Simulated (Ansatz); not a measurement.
**Property card for InSe**

Level of theory: Ansatz 0.2.0, DFT PBEsol, scalar-relativistic, plane waves, PAW.

Plane waves to 420 eV, a k mesh through Γ of 8×8×6 on the computed 4-atom cell and Gaussian smearing (0.02 eV); no spin polarisation.

The structure is relaxed at this level of theory with its symmetry kept. This form isn't the usual stable structure of the compound.

It takes space group C2/m (No. 12, monoclinic). Conventional cell: a = 11.750 Å, b = 4.111 Å, c = 4.564 Å, α = 90.00°, β = 110.64°, γ = 90.00°. In (site symmetry m) has 3 Se at 2.67 to 2.70 Å and 1 In at 2.79 Å as nearest neighbours. Around Se (site symmetry m) lie 3 In at 2.67 to 2.70 Å.

- Volume per atom: 25.78 Å³
- Formation energy from the elements' standard states (uncorrected): -0.471 eV/atom
- Kohn–Sham band gap: 0.67 eV, indirect from (0.266, 0.266, -0.349) to (0.391, 0.391, -0.021)
- Löwdin character of the top 1 eV of the valence band: Se 4p 72 %, In 5p 19 %, In 5s 7 %
- Löwdin character of the lowest 1 eV of the conduction band: In 5s 40 %, Se 4p 31 %, In 5p 20 %
- Electron masses at the edge by Cartesian direction of the standard setting (m_e; degenerate bands sorted by energy; no spin-orbit coupling): x: 0.11; y: 0.37; z: 0.38
- Hole masses at the edge by Cartesian direction of the standard setting (m_e; degenerate bands sorted by energy; no spin-orbit coupling): x: 0.22; y: 0.26; z: 0.21
- Bader charges (e): In (2 in the cell) 0.73, Se (2 in the cell) -0.73